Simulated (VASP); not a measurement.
# InAs (F-43m) in VASP: notebook

Runs on InAs. Level: PBE. Tasks: single point.

All numbers are computed with VASP 6.6.1; they aren't measurements. Logs are shortened: lines on timing, memory, paths and dates and some standing lists are left out, and cuts for length are marked.

**The experiment to reproduce.**

A printed reference work, data compilation reports, for a bulk crystal of InAs at 4.2 K: band gap 0.418 eV (direct).

The runs below are set against these values where they give the same quantity.

### 1 The cell of the first run

Symmetry: F-43m, No. 216, cubic system. Conventional cell: a = 5.913 Å, b = 5.913 Å, c = 5.913 Å, α = 90.00°, β = 90.00°, γ = 90.00°. Within 3.4 Å of In (site symmetry -43m) lie 4 As at 2.56 Å. Within 3.4 Å of As (site symmetry -43m) lie 4 In at 2.56 Å.

### 2 Single point, PBE

The input, INCAR:

```
SYSTEM = InAs
PREC = Accurate ; ENCUT = 500
EDIFF = 1E-6 ; ISMEAR = -1
SIGMA = 0.05 ; LREAL = .FALSE.
LASPH = .TRUE. ; NELM = 120
ALGO = Normal ; ISIF = 2
LWAVE = .FALSE. ; LCHARG = .FALSE.
GGA = PE ; NBANDS = 16
GGA_COMPAT = .FALSE.
```

The input, KPOINTS:

```
Automatic mesh
0
G
  6 6 6
  0 0 0
```

The input, POSCAR:

```
InAs
1.0
    0.0000000000      2.9563908761      2.9563908761
    2.9563908761      0.0000000000      2.9563908761
    2.9563908761      2.9563908761      0.0000000000
In As
1 1
Direct
    0.0000000000      0.0000000000      0.0000000000
    0.2500000000      0.2500000000      0.2500000000
```

Potentials or basis: VASP PAW PBE potentials, release 64 (In_d, As).

On the command line:

```
> cat potpaw_PBE.64/In_d/POTCAR potpaw_PBE.64/As/POTCAR > POTCAR
> mpirun -np 1 vasp_std > vasp.out
```

OUTCAR:

```text
SYSTEM = InAs
   PREC = Accurate
   ENCUT = 500
   EDIFF = 1E-6
   ISMEAR = -1
   LREAL = .FALSE.
   LASPH = .TRUE.
   NELM = 120
   ISIF = 2
   GGA = PE

 ion  position               nearest neighbor table
   1  0.000  0.000  0.000-   2 2.56   2 2.56   2 2.56   2 2.56
   2  0.250  0.250  0.250-   1 2.56   1 2.56   1 2.56   1 2.56

  LATTYP: Found a face centered cubic cell.
 ALAT       =     5.9127817522

  Lattice vectors:

 A1 = (   0.0000000000,   2.9563908761,   2.9563908761)
 A2 = (   2.9563908761,   0.0000000000,   2.9563908761)
 A3 = (   2.9563908761,   2.9563908761,   0.0000000000)

Analysis of symmetry for initial positions (statically):
=====================================================================
 Subroutine PRICEL returns:
 Original cell was already a primitive cell.

 Routine SETGRP: Setting up the symmetry group for a
 face centered cubic supercell.

 Subroutine GETGRP returns: Found 24 space group operations
 (whereof 24 operations were pure point group operations)
 out of a pool of 48 trial point group operations.

The static configuration has the point symmetry T_d .

Analysis of symmetry for dynamics (positions and initial velocities):
=====================================================================
 Subroutine PRICEL returns:
 Original cell was already a primitive cell.

 Routine SETGRP: Setting up the symmetry group for a
 face centered cubic supercell.

 Subroutine GETGRP returns: Found 24 space group operations
 (whereof 24 operations were pure point group operations)
 out of a pool of 48 trial point group operations.

The dynamic configuration has the point symmetry T_d .

 Subroutine INISYM returns: Found 24 space group operations
 (whereof 24 operations are pure point group operations),
 and found     1 'primitive' translations

----------------------------------------------------------------------------------------

                                     Primitive cell

  volume of cell :      51.6792

  direct lattice vectors                    reciprocal lattice vectors
     0.000000000  2.956390876  2.956390876    -0.169125133  0.169125133  0.169125133
     2.956390876  0.000000000  2.956390876     0.169125133 -0.169125133  0.169125133
[... 69 lines left out ...]
   ICHARG =      2    charge: 1-file 2-atom 10-const
   ISPIN  =      1    spin polarized calculation?
   LNONCOLLINEAR =      F non collinear calculations
   LSORBIT =      F    spin-orbit coupling
   LASPH  =      T    aspherical Exc in radial PAW
   ENCUT  =  500.0 eV  36.75 Ry    6.06 a.u.   7.62  7.62  7.62*2*pi/ulx,y,z
   NELM   =    120;   NELMIN=  2; NELMDL= -5     # of ELM steps
   EDIFF  = 0.1E-05   stopping-criterion for ELM
   LREAL  =      F    real-space projection
   EDIFFG = 0.1E-04   stopping-criterion for IOM
   NSW    =      0    number of steps for IOM
   IBRION =     -1    ionic relax: 0-MD 1-quasi-New 2-CG
   NFREE  =      0    steps in history (QN), initial steepest desc. (CG)
   ISIF   =      2    stress and relaxation
   ISYM   =      2    0-nonsym 1-usesym 2-fastsym
   POTIM  = 0.5000    time-step for ionic-motion
   TEBEG  =    0.0;   TEEND  =   0.0 temperature during run
   PSTRESS=    0.0 pullay stress
   NELECT =      18.0000    total number of electrons
   NUPDOWN=      -1.0000    fix difference up-down
   EMIN   =  10.00;   EMAX   =-10.00  energy-range for DOS
   EFERMI =   0.00;   METHOD = LEGACY
   ISMEAR =    -1;   SIGMA  =   0.05  broadening in eV -4-tet -1-fermi 0-gaus
   EFERMI_NEDOS =   21; number of points for ismear=-14 and -15
   IALGO  =     38    algorithm
   IMIX   =      4    mixing-type and parameters
     AMIX     =   0.40;   BMIX     =  1.00
     AMIX_MAG =   1.60;   BMIX_MAG =  1.00
  volume/ion in A,a.u.               =      25.84       174.37
  Fermi-wavevector in a.u.,A,eV,Ry     =   1.151844  2.176670 18.051469  1.326746
  Thomas-Fermi vector in A             =   2.288499
   LORBIT       =      0    0 simple, 1 ext, 2 COOP (PROOUT), +10 PAW based schemes
   GGA     = PE    functional components
   LHFCALC =     F    Hartree Fock is set to
   AEXX    =    0.0000 exact exchange contribution
   IVDW    =     0    specifies the selected vdW correction
   LEPSILON=     F    determine dielectric tensor
   LRPA    =     F    only Hartree local field effects (RPA)
 non-spin polarized calculation
  energy-cutoff  :      500.00
  volume of cell :       51.68
 maximum number of plane-waves:      1363
   NGX = 15   NGY = 15   NGZ = 15

 number of electron      17.9999995 magnetization

 Free energy of the ion-electron system (eV)
  ---------------------------------------------------
  ext. energy  EPLUGINS =         0.00000000
  ---------------------------------------------------
  free energy    TOTEN  =        -7.50794952 eV

  energy without entropy =       -7.50719746  energy(sigma->0) =       -7.50757349

 E-fermi :   5.3361     XC(G=0):  -9.3886

 val. band max:        5.2273875802   @ k =   0.0000   0.0000   0.0000
 cond. band min:       5.3764839331   @ k =   0.0000   0.0000   0.0000
 fundamental gap:      0.1490963528
 Fermi energy:         5.3360545325

 k-point     1 :       0.0000    0.0000    0.0000
  band No.  band energies     occupation
      1      -9.3320      2.00000
      2      -9.3320      2.00000
      3      -9.3320      2.00000
      4      -9.1758      2.00000
      5      -9.1758      2.00000
      6      -7.0944      2.00000
[... 281 lines left out ...]
      3      -9.2380      2.00000
      4      -9.2039      2.00000
      5      -9.1593      2.00000
      6      -4.7306      2.00000
[... 8 lines left out ...]
     15      17.2440      0.00000
     16      17.4072      0.00000

------------------------ aborting loop because EDIFF is reached ----------------------------------------

  FORCE on cell =-STRESS in cart. coord.  units (eV):
  Direction    XX          YY          ZZ          XY          YZ          ZX
  --------------------------------------------------------------------------------------
  -------------------------------------------------------------------------------------
  Total        2.9659162      2.9659162      2.9659162     -0.0000000     -0.0000000      0.0000000
  in kB       91.9504589     91.9504589     91.9504589     -0.0000000     -0.0000000      0.0000000
  external PRESSURE =      91.9504589 kB  Pullay stress =       0.0000000 kB

 VOLUME and BASIS-vectors are now :
 -----------------------------------------------------------------------------
  energy-cutoff  :      500.00
  volume of cell :       51.68
      direct lattice vectors                 reciprocal lattice vectors
     0.000000000  2.956390876  2.956390876    -0.169125133  0.169125133  0.169125133
     2.956390876  0.000000000  2.956390876     0.169125133 -0.169125133  0.169125133
     2.956390876  2.956390876  0.000000000     0.169125133  0.169125133 -0.169125133

 POSITION                                       TOTAL-FORCE (eV/Angst)
 -----------------------------------------------------------------------------------
      0.00000      0.00000      0.00000         0.000000     -0.000000     -0.000000
      1.47820      1.47820      1.47820        -0.000000      0.000000      0.000000
 -----------------------------------------------------------------------------------
    total drift:                                0.000000      0.000000      0.000000

  FREE ENERGIE OF THE ION-ELECTRON SYSTEM (eV)
  ---------------------------------------------------
  free  energy   TOTEN  =        -7.5079495189 eV

  energy  without entropy=       -7.5071974611  energy(sigma->0) =       -7.50757349
```

stdout:

```text
POSCAR found type information on POSCAR InAs
 POSCAR found :  2 types and       2 ions
 scaLAPACK will be used
 LDA part: xc-table for (Slater+PW92), standard interpolation
 POSCAR, INCAR and KPOINTS ok, starting setup
 FFT: planning ... GRIDC
 FFT: planning ... GRID_SOFT
 FFT: planning ... GRID
 WAVECAR not read
 entering main loop
```

Wall time 23 s (1 thread of Intel Xeon 8259CL, shared host); peak memory 0.17 GiB.

Results:

- Free energy: -7.5079 eV
- Pressure: 9.2 GPa
- Band gap on the k mesh: 0.15 eV

Levels at points of the mesh, in eV from the valence-band top:
| k point | band 6 | band 7 | band 8 | band 9 | band 10 | band 11 | band 12 | band 13 |
| --- | --- | --- | --- | --- | --- | --- | --- | --- |
| (0.00, 0.00, 0.00) | -12.32 | 0.00 | 0.00 | 0.00 | 0.15 | 3.92 | 3.92 | 3.92 |
| (0.50, 0.00, 0.00) | -10.63 | -6.13 | -1.09 | -1.09 | 1.10 | 4.70 | 4.70 | 6.91 |
| (0.50, 0.50, 0.00) | -10.01 | -6.15 | -2.56 | -2.56 | 1.42 | 2.05 | 9.63 | 9.74 |

Caveat: the cell stands under pressure; spin-orbit coupling is left out, which moves the levels of the heavy elements.

[end of part 1 of 3]
